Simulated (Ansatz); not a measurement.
## Na2S under changes of volume

One of the cells (23.385 Å³/atom); the others are scaled copies at fixed shape and fractional positions:

```xyz
3
Lattice="0.0000 3.2735 3.2735 3.2735 0.0000 3.2735 3.2735 3.2735 0.0000" Properties=species:S:1:pos:R:3 pbc="T T T"
S     0.0000    0.0000    0.0000
Na    4.9102    4.9102    4.9102
Na    1.6367    1.6367    1.6367
```

```yaml
Program: Ansatz 0.2.0
Functional: PBEsol
Potentials_or_basis: Ansatz PAW
Cutoff: "420 eV (not typed: the program's choice for these potentials)"
k_mesh: 7 × 7 × 7
Occupations: fermi-dirac, width 0.05 eV
Spin: no spin polarisation
```

| volume (Å³/atom) | energy over the lowest point (meV/atom) | pressure (GPa) | gap on the mesh (eV) |
| --- | --- | --- | --- |
| 21.982 | 3.67 | 1.3 | 2.56 |
| 22.450 | ? | ? | ? |
| 22.918 | 0.00 | 0.0 | 2.43 |
| 23.385 | 0.90 | -0.6 | 2.36 |
| 23.853 | 3.37 | -1.1 | 2.30 |
| 24.321 | 7.25 | -1.6 | 2.24 |
| 24.789 | 12.40 | -2.0 | 2.18 |

Question: What does the run at 22.450 Å³/atom give?

Answer: Energy over the lowest point 0.86 meV/atom; pressure 0.6 GPa; gap on the mesh 2.49 eV.

Worked out: A Birch-Murnaghan fit of order 3 (a polynomial in V^(-2/3)) to the other rows has its minimum at 22.90 Å³/atom with B0 = V·E''(V) = 29 GPa and B' = 4.4. It gives 0.86 meV/atom at 22.450 Å³/atom, against the run's 0.86, and -dE/dV = 0.6 GPa, against 0.6. A straight line through the other rows of the gap, of slope -3.17 eV per unit of ln V (its deformation potential), gives 2.49 eV, against the run's 2.49.

Energies are extrapolated to zero smearing.

Caveats: odd divisions of the mesh miss points on the zone boundary, where band edges often lie, so the gap on the mesh can be too wide; the PAW data sets come from PBE, with cores solved anew for the run's functional, which leaves a small shift of forces and pressure.
